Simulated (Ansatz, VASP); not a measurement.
**CdSe: VASP beside Ansatz**

The input POSCAR:

```
CdSe
1.0
    0.0000000000      3.0677809647      3.0677809647
    3.0677809647      0.0000000000      3.0677809647
    3.0677809647      3.0677809647      0.0000000000
Cd Se
1 1
Direct
    0.0000000000      0.0000000000      0.0000000000
    0.2500000000      0.2500000000      0.2500000000
```

The input INCAR.step1:

```
ALGO = Normal ; EDIFF = 1E-4
ENCUT = 520 ; GGA = PE
ISMEAR = 0 ; LASPH = T
LCHARG = F ; LREAL = F
LWAVE = T ; NBANDS = 16
NELM = 60 ; PREC = Accurate
SIGMA = 0.01
```

INCAR.step2

```
ALGO = Normal ; EDIFF = 1E-6
ENCUT = 520 ; ISIF = 2
ISMEAR = 0 ; ISTART = 1
LASPH = T ; LCHARG = T
LELF = T ; LMIXTAU = T
LREAL = F ; LVHAR = T
LWAVE = F ; METAGGA = R2SCAN
NBANDS = 16 ; NELM = 60
PREC = Accurate ; SIGMA = 0.01
```

Contents of KPOINTS:

```
k-points
0
Gamma
  4 4 4
```

Input for Ansatz:

```yaml
crystal:
  lattice:
    - [0.0, 3.0677809647, 3.0677809647]
    - [3.0677809647, 0.0, 3.0677809647]
    - [3.0677809647, 3.0677809647, 0.0]
  atoms:
    - { symbol: Cd, position: [0.0, 0.0, 0.0] }
    - { symbol: Se, position: [0.25, 0.25, 0.25] }
kpoints:
  mp_grid: { grid: [4, 4, 4] }
hamiltonian:
  xc: r2scan
scf:
  occupations: { method: fixed }
  n_extra_bands: 4
output:
  forces: true
  stress: true
  eigenvalues: true
```

Alike in both runs: task single point; functional r2SCAN; k mesh 4 × 4 × 4; no spin polarisation.

|  | VASP | Ansatz |
| --- | --- | --- |
| version | VASP 6.6.1 | Ansatz 0.2.0 |
| potentials or method | VASP PAW PBE potentials, release 64 (Cd, Se) | plane waves |
| plane-wave cutoff (eV) | 520 | 500 |
| occupations | gaussian, width 0.01 eV | fixed |
| valence electrons in the cell | 18 | 36 |

```csv
,VASP,Ansatz,Ansatz less VASP
gap on the k mesh at the Fermi level (eV),1.01,1.02,+0.010
pressure (GPa),0.4,0.1,-0.24
```

The two sets of potentials don't hold the same shells in valence.

Caveats: the k mesh is coarse (spacing up to 0.44 Å⁻¹), so the values aren't converged; the PAW data sets were made with another functional, which shifts forces and pressure a little (VASP). r2SCAN opens gaps a little over a GGA but as a rule still falls short of measured ones.
